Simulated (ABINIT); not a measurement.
Set up this calculation in ABINIT 10.8.3 (patched build), as the native input.

| Item | Value |
| --- | --- |
| Task | single point |
| Functional | PBE |
| Potentials or basis | SG15 NC PBE v1.2 |
| Cutoff | 490 eV |
| k mesh | 13 × 13 × 13 |
| Occupations | fermi-dirac, width 0.05 eV |
| Spin | no spin polarisation |

Si:

```xyz
1
Lattice="-1.6269 1.6269 1.3203 1.6269 -1.6269 1.3203 1.6269 1.6269 -1.3203" Properties=species:S:1:pos:R:3 pbc="T T T"
Si    0.0000    0.0000    0.0000
```

This isn't the form of Si at room conditions, which is diamond.

The input as run:

run.abi

```
# Pseudopotentials
pp_dirpath "./"
pseudos "Si_ONCV_PBE-1.2.upf"

# Structure
acell 2.6527297811 2.6527297811 2.6527297811 Angstrom
rprim
    -0.6132983998     0.6132983998     0.4977249697
     0.6132983998    -0.6132983998     0.4977249697
     0.6132983998     0.6132983998    -0.4977249697
ntypat 1
znucl 14
natom 1
typat 1
xred
     0.0000000000     0.0000000000     0.0000000000

# Plane-wave basis
ecut 18.0

# k points
kptopt 1
ngkpt 13 13 13
nshiftk 1
shiftk 0.0 0.0 0.0

# Exchange and correlation
ixc 11

# Bands and occupations
nband 6
occopt 3
tsmear 0.00183747

# SCF cycle
nstep 100
tolvrs 1.0e-10

# Output
iomode 3
prtwf 0
prtden 0
prteig 0
prtebands 0
enunit 1
```

Potentials or basis: SG15 NC PBE v1.2.

The run is started by

```bash
$ abinit run.abi > log 2>&1
```

It gave:

```yaml
Pressure: 3.8 GPa
Band_gap_on_the_k_mesh: none (metal or under the smearing width)
Valence_electrons_inside_the_program's_atomic_spheres: Si 1.70 (radii [1.0584] Å)
```

Wall time 5.3 s on 1 thread of Arm Neoverse V2, on a shared host, peak memory 0.06 GiB.
